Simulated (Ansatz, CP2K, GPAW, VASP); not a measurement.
**Sc: 5 runs at one level of theory**

```xyz
2
Lattice="3.3090 0.0000 0.0000 -1.6545 2.8657 0.0000 0.0000 0.0000 5.2733" Properties=species:S:1:pos:R:3 pbc="T T T"
Sc    1.6545    0.9552    3.9550
Sc    0.0000    1.9105    1.3183
```

Alike in all runs: task single point; functional PBE; k mesh 9 × 9 × 5; occupations gaussian, width 0.1 eV; no spin polarisation; no spin-orbit coupling. Pressure is positive in compression and, in plane waves, holds the error of the finite cutoff, which Ansatz's Pulay term estimates and takes out.

```
                                       program and potentials  plane-wave cutoff (eV)                             notes  pressure (GPa)
                                           Ansatz, Ansatz PAW                     420  Pulay term of +0.02 GPa included           -0.69
                   GPAW, GPAW PAW data sets (gpaw-data 1.2.1)                     600                                 -           -0.79
CP2K, POTENTIAL_UZH Sc GTH-PBE-q11; TZVP-MOLOPT-PBE-GTH basis                       -                      atomic basis           -0.78
                            VASP, PBE PAW files Sc_sv, 500 eV                     500                                 -           -0.67
               Ansatz, all-electron LAPW, scalar-relativistic                       -                                 -           -0.69
```

The pressure spans -0.79 (GPAW, GPAW PAW data sets (gpaw-data 1.2.1)) to -0.67 GPa (VASP, PBE PAW files Sc_sv, 500 eV), with all-electron results at -0.69. Rows in atomic bases carry the error of their basis and grid, which can be large.

Differences between rows come from potentials, basis sets and numerical settings, since the functional is the same but for its coding. Runs on potential files found faulty are left out.
